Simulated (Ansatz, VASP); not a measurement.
# PbO: VASP beside Ansatz

```
CELL_PARAMETERS angstrom
3.97440 0.00000 0.00000
0.00000 3.97440 0.00000
0.00000 0.00000 5.02200
ATOMIC_POSITIONS crystal
Pb 0.00000 0.50000 0.23510
Pb 0.50000 0.00000 0.76490
O 0.00000 0.00000 0.00000
O 0.50000 0.50000 0.00000
```

Alike in both runs: task electric field gradients; functional LDA; k mesh 7 × 7 × 6; occupations fermi-dirac, width 0.03 eV; no spin polarisation.

|  | VASP | Ansatz |
| --- | --- | --- |
| version | VASP 6.6.1 | Ansatz 0.2.0 |
| potentials or method | VASP PAW LDA potentials, release 64 (Pb_d, O), cutoff 520 eV | all-electron PAW with datasets made for the crystal, scalar-relativistic |

Ansatz gave:

```
gap on the k mesh at the Fermi level (eV)                      : 1.46
pressure (GPa)                                                 : -1.8
largest component of the traceless stress (GPa)                : 0.31
rms of the force components (eV/Å)                             : 0.066
Vzz of the field gradient on the site that differs most (V/Å²) : -211.3
```

**Question.** Estimate VASP's values.

**Answer.** gap on the k mesh at the Fermi level (eV): 1.44; pressure (GPa): -1.6; largest component of the traceless stress (GPa): 0.32; rms of the force components (eV/Å): 0.039; Vzz of the field gradient on the site that differs most (V/Å²): -225.5.

Atom by atom the forces differ by 0.028 eV/Å (rms over components). Ansatz ran all-electron here, so the differences hold the error of VASP's frozen core and of both bases. Ansatz warned: «gradients_without_spin_orbit».

Caveats: spin-orbit coupling is left out, which as a rule narrows the gap of such compounds by several tenths of an eV; an odd mesh through Γ misses points on the zone boundary, where band edges often lie.
